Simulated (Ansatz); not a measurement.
# Mn: energy and pressure over a range of volumes

An exercise on one series of results from a longer session: the logs are not shown, and one member is left open.

Program: Ansatz 0.2.0. Level of theory: DFT PBE, scalar-relativistic. These are calculated values, not measurements.

**The system as given**

It takes space group Pm-3m (No. 221, cubic). The conventional cell has a = 2.288 Å, b = 2.288 Å, c = 2.288 Å, α = 90.00°, β = 90.00°, γ = 90.00°. Mn (site symmetry m-3m) is surrounded by 6 Mn at 2.29 Å.

Coordinates:

```
Mn
1.0
     2.28768    0.00000    0.00000
     0.00000    2.28768    0.00000
     0.00000    0.00000    2.28768
Mn
1
Direct
  0.00000 0.00000 0.00000
```

The cell was relaxed by PAW from a hypothetical start (sc type); it needn't be the stable phase of this composition.

Set-up of the first run:

Input file input.yaml:

```yaml
crystal:
  lattice:
    - [2.2413794298, 0.0, 0.0]
    - [0.0, 2.2413794298, 0.0]
    - [0.0, 0.0, 2.2413794298]
  atoms:
    - { symbol: Mn, position: [0.0, 0.0, 0.0], spin: 4.0 }
magnetization:
  spin_polarized: true
kpoints:
  mp_grid: { grid: [14, 14, 14] }
scf:
  occupations: { method: fermi_dirac, width: 0.05 }
hamiltonian:
  xc: pbe
  pseudopotentials: { kind: all_electron, lapw: { basis_error: 0.001 } }
output:
  forces: true
  stress: true
  eigenvalues: true
```

Run with:

```sh
$ ansatz run input.yaml --threads 1 --pin off --max-ram 3072MiB --backend cpu --events-out ev --progress --plain --runs-dir out
```

Steps of the session up to this table: Volume × 0.9405, LAPW; Volume × 0.9405, PAW; Volume × 0.9405, crystal datasets; Volume × 0.98, LAPW; Volume × 0.98, PAW; Volume × 1.02, LAPW; Volume × 1.02, PAW; Volume × 1.06, LAPW; Volume × 1.06, PAW; Volume × 1.06, crystal datasets.

One table of the session follows, with a row left open; its other results are not shown here.

| method | volume (Å³/atom) | moment Mn (μB) |
| --- | --- | --- |
| LAPW | 11.260 | 0.34 |
| LAPW | 11.733 | 0.44 |
| LAPW | 11.973 | 0.48 |
| LAPW | 12.212 | 0.52 |
| LAPW | 12.691 | 0.58 |
| PAW | 11.260 | 0.31 |
| PAW | 11.733 | 0.41 |
| PAW | 11.973 | 0.45 |
| PAW | 12.212 | 0.49 |
| PAW | 12.691 | 0.56 |
| crystal datasets | 11.260 | ? |
| crystal datasets | 11.973 | 0.47 |
| crystal datasets | 12.691 | 0.57 |

Q: Estimate the row for crystal datasets, 11.260 from the others.

As computed: moment Mn (μB): 0.33. In the column «moment Mn (μB)» it lies between PAW, 11.260 (0.31) and LAPW, 11.260 (0.34).

To keep in mind: Warnings in the runs' records: seeded moment not kept, crystal datasets made, band levels unverified.
